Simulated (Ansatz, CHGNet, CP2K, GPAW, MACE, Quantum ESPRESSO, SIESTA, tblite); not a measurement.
# SIESTA runs on wurtzite SiC, size series (72 atoms), part 2 of 2

How do the settings of SIESTA change the result for wurtzite SiC, size series (72 atoms)? A plane-wave run serves as the yardstick.

Program: SIESTA 5.4.2; the method stands at each step. Banners, paths, timers and routine set-up lines are dropped from the logs unmarked, and long logs keep their key lines alone; longer cuts are marked. The potentials were converted by us to PSML.

So far. Step 3 (PBE, TZP, shift 0.01 Ry, mesh 300 Ry): Against the first run (5.7 %), the force difference from the reference is 5.9 %, at 1.4 times the CPU time, with 1224 basis functions against 936: size alone doesn't set the difference here. Step 3 (PBE, TZP, shift 0.01 Ry, mesh 300 Ry): The run ends at a pressure of 7.54 GPa, with forces up to 4.6 eV/Å.

## (4) PBE, DZP, shift 0.005 Ry, mesh 300 Ry

Method: Kohn-Sham DFT, PBE, PseudoDojo 0.4.1 norm-conserving pseudopotentials (converted to PSML), numerical atomic orbitals (DZP), diagonalisation.

File input.fdf:

```
SystemLabel cell
NumberOfAtoms 72
NumberOfSpecies 2
%block ChemicalSpeciesLabel
  1 14 Si
  2 6 C
%endblock ChemicalSpeciesLabel
LatticeConstant 1.0 Ang
%block LatticeVectors
  9.22800 0.00000 0.00000
  -4.61400 7.99168 0.00000
  0.00000 0.00000 10.09600
%endblock LatticeVectors
PAO.BasisSize DZP
PAO.EnergyShift 0.005 Ry
XC.Functional GGA
XC.Authors PBE
MeshCutoff 300 Ry
%block kgrid_Monkhorst_Pack
  1 0 0 0.0
  0 1 0 0.0
  0 0 1 0.0
%endblock kgrid_Monkhorst_Pack
SolutionMethod diagon
OccupationFunction FD
ElectronicTemperature 580 K
SCF.Mixer.Method Pulay
SCF.Mixer.Weight 0.15
SCF.Mixer.History 8
SCF.Mix Hamiltonian
MaxSCFIterations 300
SCF.DM.Tolerance 1e-04
SCF.H.Tolerance 1.0e-3 eV
WriteForces T
Write.HirshfeldPop T
Write.VoronoiPop T
Write.DM F
Write.H F
XML.Write F
AtomicCoordinatesFormat Fractional
%block AtomicCoordinatesAndAtomicSpecies
[... 72 atom lines left out: the same atoms as in the first run ...]
%endblock AtomicCoordinatesAndAtomicSpecies
```

Command:

```bash
$ OMP_NUM_THREADS=1 mpirun -np 2 siesta < input.fdf > output.txt
```

What it wrote:

```text
Version         : 5.4.2
reinit: System Name:
reinit: System Label: cell
initatom: Reading input for the pseudopotentials and atomic orbitals ----------
Species number:   1 Atomic number:   14 Label: Si
Species number:   2 Atomic number:    6 Label: C
Ground state valence configuration (from tables):   3s02  3p02  3d00  4f00
Ground state valence configuration (from tables):   2s02  2p02  3d00  4f00
---- Processing specs for species: Si
GGA--PBE XC_GGA_X_PBE--XC_GGA_C_PBE pb
---- Processing specs for species: C
GGA--PBE XC_GGA_X_PBE--XC_GGA_C_PBE pb
[... lines left out ...]
stepf: Fermi-Dirac step function
        iscf     Eharris(eV)        E_KS(eV)     FreeEng(eV)     dDmax    Ef(eV) dHmax(eV)
[... lines left out ...]
SCF Convergence by DM+H criterion
[... lines left out ...]
SCF cycle converged after 12 iterations
[... lines left out ...]
   Max    4.677563
[... lines left out ...]
   Max    4.677563    constrained
Stress tensor Voigt[x,y,z,yz,xz,xy] (kbar):      -78.38      -80.18      -67.68        2.89        1.25      -10.04
[... lines left out ...]
siesta: FreeEng =    -10035.497215
[... lines left out ...]
siesta:   Exch.-corr. =   -3709.478685
siesta:  Ion-electron =   -7726.484543
siesta:       Ion-ion =   -5541.409953
siesta:         Total =  -10035.497215
siesta:         Fermi =      -5.392648
siesta: Stress tensor (static) (eV/Ang**3):
siesta:    -0.048923   -0.006264    0.000779
siesta:    -0.006264   -0.050047    0.001802
siesta:     0.000779    0.001802   -0.042243
siesta: Cell volume =        744.551964 Ang**3
siesta: Pressure (static):
siesta:                Solid            Molecule  Units
siesta:           0.00051267          0.00002769  Ry/Bohr**3
siesta:           0.04707108          0.00254232  eV/Ang**3
siesta:          75.41618761          4.07325256  kBar
    Orbital volume contribution        =          52.805799 eV
    (Free)E + p_basis*V_orbitals       =       -9982.691416 eV
    (Free)Eharris+ p_basis*V_orbitals  =       -9982.691416 eV
Hirshfeld Atomic Populations:
Atom #   charge [q] valence [e]  Species
     1     0.290630    3.709370  Si
     2    -0.288138    4.288138  C
     3     0.290484    3.709516  Si
     4    -0.289511    4.289511  C
     5     0.292841    3.707159  Si
     6    -0.289136    4.289136  C
[...]
--------------------
 Total    -0.000002
Voronoi Atomic Populations:
Atom #   charge [q] valence [e]  Species
[...]
69     0.403142    3.596858  Si
    70    -0.400433    4.400433  C
    71     0.397555    3.602445  Si
    72    -0.400038    4.400038  C
--------------------
 Total    -0.000001
```

The job ended after 3.3 min (2 MPI ranks of Arm Neoverse V1, shared host; peak memory 1.4 GiB).

Compared with the plane-wave run:

- r.m.s. force component: 1.034 eV/Å
- r.m.s. difference of force components: 60.99 meV/Å
- longest difference of force vectors: 255.1 meV/Å
- force difference over r.m.s. force: 6.226 %
- slope of forces against the reference's: 1.056
- correlation of force components: 0.9997
- gap (highest filled to lowest empty level): 1.986 eV
- gap difference: -0.0125 eV
- pressure: 7.542 GPa
- pressure difference: 2.394 GPa

Against the first run (5.7 %), the force difference from the reference is 6.2 %, at 1.5 times the CPU time.

## (5) Side by side

Differences are against the plane-wave reference, forces as r.m.s. over components; share is that over the reference's r.m.s. force, slope the least-squares factor from reference forces to these. Total energies of different programs have different zeros and aren't compared.

```tsv
run	Δ force, r.m.s. (meV/Å)	share (%)	slope	Δ pressure (GPa)	Δ gap (eV)	cores	CPU time	memory (GiB)
reference	-	-	-	-	-	4	22 s	0.89
SIESTA PBE, DZP, shift 0.01 Ry, mesh 300 Ry	55.4	5.66	1.044	2.33	-0.0326	2	4.3 min	1.2
SIESTA PBE, TZP, shift 0.01 Ry, mesh 300 Ry	57.5	5.87	1.048	2.39	-0.0022	2	6.1 min	1.5
SIESTA PBE, DZP, shift 0.005 Ry, mesh 300 Ry	61.0	6.23	1.056	2.39	-0.0125	2	6.5 min	1.4
```

CPU time is summed over cores on a shared host, where runs went side by side, so it is rough. Symmetry, cutoffs, thresholds, outputs and thread counts weren't matched or tuned between programs; memory under MPI is the largest rank's times the ranks.

Mean charges by element (e), by run and scheme:

```tsv
run	scheme	Si	C
reference	Löwdin	+1.10	-1.01
SIESTA PBE, DZP, shift 0.01 Ry, mesh 300 Ry	Hirshfeld	+0.27	-0.27
SIESTA PBE, TZP, shift 0.01 Ry, mesh 300 Ry	Hirshfeld	+0.28	-0.28
SIESTA PBE, DZP, shift 0.005 Ry, mesh 300 Ry	Hirshfeld	+0.29	-0.29
```

The reference's Löwdin charges lack the electrons that the projection spills, 0.041 e an atom on average.

A second geometry, displaced anew (every atom was moved at random, 0.08 Å r.m.s. a Cartesian component), gives an energy difference that all programs can be tested on. The reference puts it at 165.8 meV/atom.

```tsv
run	energy less the first geometry's (meV/atom)	error (meV/atom)	force share at the second geometry (%)
SIESTA PBE, DZP, shift 0.01 Ry, mesh 300 Ry	173.7	7.86	5.73
SIESTA PBE, TZP, shift 0.01 Ry, mesh 300 Ry	174.9	9.06	5.97
SIESTA PBE, DZP, shift 0.005 Ry, mesh 300 Ry	175.4	9.54	6.38
```

## (6) Results

```json
{
 "nearest in forces": "SIESTA PBE, DZP, shift 0.01 Ry, mesh 300 Ry, 5.7 %",
 "its CPU time": "4.3 min"
}
```

What this shows: The PBE runs in local orbitals differ by 5.7 % (SIESTA PBE, DZP, shift 0.01 Ry, mesh 300 Ry) to 6.2 % (SIESTA PBE, DZP, shift 0.005 Ry, mesh 300 Ry); basis, grid and potentials can all enter. None of the electronic-structure runs in the table takes under half the reference's CPU time of 22 s; they take 12 to 18 times as much. At the same functional, gaps differ from the reference's 2.00 eV by between -0.03 and -0.00 eV. These are spacings on the run's k-points, which needn't hold the band edges. In pressure, SIESTA PBE, DZP, shift 0.005 Ry, mesh 300 Ry misses by +2.4 GPa, at the same functional. Charges hang on scheme and program or settings: among these rows the mean for Si runs from +0.27 to +1.10 e. The energy difference between the two geometries, 166 meV/atom in the reference, is met best by SIESTA PBE, DZP, shift 0.01 Ry, mesh 300 Ry (+7.86) and worst by SIESTA PBE, DZP, shift 0.005 Ry, mesh 300 Ry (+9.54). The reference's pressure of 5.1 GPa belongs to a cell and atoms that aren't relaxed at this level. The electronic-structure runs sample only Γ, in a cell whose shortest periodic width is 8 Å.

[Also dropped from logs without a mark: logging warnings of Python, and SIESTA's first energy breakdown and zero terms.]

[Logs are printed without paths, hosts, clocks, repeated set-up lines and the standing remarks that a program may print on its own settings, such as how far it seeks lower states.]

[Hosts, paths, dates, database ids (printed as entryN), source tags and the programs' standing remarks are cut or masked in the printed files.]
